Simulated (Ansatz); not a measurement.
Crystal: MnO2.

```xyz
6
Lattice="2.8550 0.0000 0.0000 -1.4275 2.4725 0.0000 0.0000 0.0000 10.2217" Properties=species:S:1:pos:R:3 pbc="T T T"
Mn    0.0000    0.0000    5.1109
Mn    0.0000    0.0000    0.0000
O     1.4275    0.8242    4.1588
O     1.4275    0.8242    0.9521
O     0.0000    1.6483    6.0630
O     0.0000    1.6483    9.2697
```

Measurements of this composition are mostly on another form, of space group No. 136.

Base run:

| Quantity | Value |
| --- | --- |
| Program | Ansatz 0.2.0 |
| Functional | LDA |
| Potentials or basis | Ansatz PAW |
| Cutoff | 420 eV |
| Density cutoff | 1680 eV |
| k mesh | 11 × 11 × 3 |
| Occupations | fermi-dirac, width 0.05 eV |
| Spin | collinear spin, ferromagnetic start |
| Starting moments | [4.0, 4.0, 0.0, 0.0, 0.0, 0.0] μB |

Its results: band gap on the k mesh 0.51 eV, indirect (least direct gap 0.54 eV); pressure -8.2 GPa; net moment 6.00 μB per cell; site moments Mn +2.47; O +0.06 μB; largest force 0.612 eV/Å.

**Question.** The run is repeated on the same cell with these changes: functional from LDA to r2SCAN; cutoff from 420 eV to 500 eV; density cutoff from 1680 eV to 2000 eV. What comes out?

**Answer.** Band gap on the k mesh 2.02 eV, indirect (least direct gap 2.09 eV); pressure -1.0 GPa; net moment 6.00 μB per cell; site moments Mn +2.59; O +0.02 μB; largest force 0.116 eV/Å.

r2SCAN gives the wider gap, since meta-GGAs in the generalised Kohn-Sham scheme recover part of the derivative discontinuity.

Caveats: only a ferromagnetic start was run, and an antiferromagnetic order may lie lower in energy; the PAW data sets come from PBE, with cores solved anew for the run's functional, which leaves a small shift of forces and pressure; the magnetic or orbital state may not be the lowest (some runs).

Not every run made on this cell is shown here.
